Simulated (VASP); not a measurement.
TePb, 2 atoms in the cell. It takes space group Pm-3m (No. 221, cubic). The conventional cell has a = 4.002 Å, b = 4.002 Å, c = 4.002 Å, α = 90.00°, β = 90.00°, γ = 90.00°. Te (site symmetry m-3m) has 8 Pb at 3.47 Å as nearest neighbours. Around Pb (site symmetry m-3m) lie 8 Te at 3.47 Å. Measurements of this composition are mostly on another form, of space group No. 225.

```yaml
Program: VASP 6.6.1
Task: relaxation of cell and atoms
Functional: LDA
Potentials_or_basis: VASP PAW LDA potentials, release 64 (Te, Pb_d)
Cutoff: 600 eV
k_mesh: 8 × 8 × 8
Occupations: gaussian, width 0.03 eV
Spin: no spin polarisation
Target_pressure: 17.6 GPa
Further_INCAR_settings: ALGO = Normal; EDIFF = 1e-06; IBRION = 2; EDIFFG = -0.01; NSW = 90; ISIF = 3
Target_pressure: 17.6 GPa
```

Potentials or basis: VASP PAW LDA potentials, release 64 (Te, Pb_d).

Command:

```console
$ cat potpaw_LDA.64/Te/POTCAR potpaw_LDA.64/Pb_d/POTCAR > POTCAR
$ mpirun -np 1 vasp_std > vasp.out
```

Hardware: 1 thread of Intel(R) Xeon(R) Platinum 8175M CPU @ 2.50GHz (Skylake/Cascade Lake), on a shared host.

Task: Estimate the wall time of this run.

Result: It took 72 s on 1 thread of Intel(R) Xeon(R) Platinum 8175M CPU @ 2.50GHz (Skylake/Cascade Lake) (shared host), peak memory 0.2 GiB. Counts: scf iterations 50, k points 35, ion steps 5.
